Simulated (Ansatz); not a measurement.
Band table of Ba

```xyz
1
Lattice="-2.5000 2.5000 2.5000 2.5000 -2.5000 2.5000 2.5000 2.5000 -2.5000" Properties=species:S:1:pos:R:3 pbc="T T T"
Ba    0.0000    0.0000    0.0000
```

The cell comes from COD entry 9008528, which wasn't checked; take it as a given geometry.

No spin–orbit coupling, which matters for the heavy atoms here.

Level of theory: Ansatz 0.2.0, DFT, LDA, all-electron LAPW, scalar-relativistic.

Sampling and basis: a Γ-centred 10×10×10 k mesh, Fermi–Dirac smearing of 0.03 eV, basis error target 0.5 meV/atom, no spin polarisation.

Path points, in fractions of the reciprocal vectors: Γ (0.000, 0.000, 0.000), H (0.500, -0.500, 0.500), N (0.000, 0.000, 0.500), P (0.250, 0.250, 0.250). Levels in eV from the Fermi level; bands 7 to 12, counted from the lowest band of the run. The gap is zero.

```
# k(1/Å) point b7 b8 b9 b10 b11 b12
0.000 Γ -13.75 -13.75 -13.75 -2.74 1.80 1.80
0.251 - -13.81 -13.78 -13.78 -2.36 1.70 1.70
0.503 - -13.95 -13.86 -13.86 -1.41 1.27 1.69
0.754 - -14.05 -13.96 -13.96 -0.40 0.30 2.09
1.005 - -14.08 -14.05 -14.05 -0.30 -0.29 3.00
1.257 H -14.08 -14.08 -14.08 -0.51 -0.51 4.06
1.434 - -14.10 -14.06 -14.05 -0.40 -0.38 3.08
1.612 - -14.13 -14.02 -13.97 -0.20 -0.02 2.05
1.790 - -14.18 -13.97 -13.87 -0.32 0.51 1.39
1.967 - -14.21 -13.92 -13.78 -0.71 0.86 1.07
2.145 N -14.23 -13.90 -13.75 -0.89 0.68 1.35
2.323 - -14.18 -13.89 -13.75 -0.98 0.76 1.11
2.501 - -14.07 -13.85 -13.75 -1.40 0.98 1.02
2.678 - -13.92 -13.80 -13.75 -2.04 1.31 1.35
2.856 - -13.80 -13.76 -13.75 -2.55 1.65 1.71
3.034 Γ -13.75 -13.75 -13.75 -2.74 1.80 1.80
3.251 - -13.82 -13.76 -13.76 -2.46 1.59 1.59
3.469 - -13.99 -13.78 -13.78 -1.72 1.07 1.07
3.687 - -14.11 -13.84 -13.84 -0.74 0.65 0.65
3.904 - -14.11 -13.91 -13.91 0.22 0.51 0.51
4.122 P -13.99 -13.99 -13.99 0.56 0.56 0.56
4.340 - -14.05 -14.05 -13.85 0.17 0.64 0.64
4.557 - -14.09 -14.09 -13.81 0.17 0.51 0.51
4.775 - -14.09 -14.09 -13.90 0.10 0.10 0.99
4.993 - -14.09 -14.09 -14.02 -0.33 -0.33 2.53
5.210 H -14.08 -14.08 -14.08 -0.51 -0.51 4.06
6.299 P -13.99 -13.99 -13.99 0.56 0.56 0.56
6.424 - -14.06 -13.98 -13.91 0.36 0.50 0.70
6.550 - -14.13 -13.96 -13.85 -0.07 0.51 0.90
6.676 - -14.18 -13.93 -13.80 -0.49 0.57 1.11
6.801 - -14.22 -13.91 -13.76 -0.78 0.64 1.28
6.927 N -14.23 -13.90 -13.75 -0.89 0.68 1.35
```
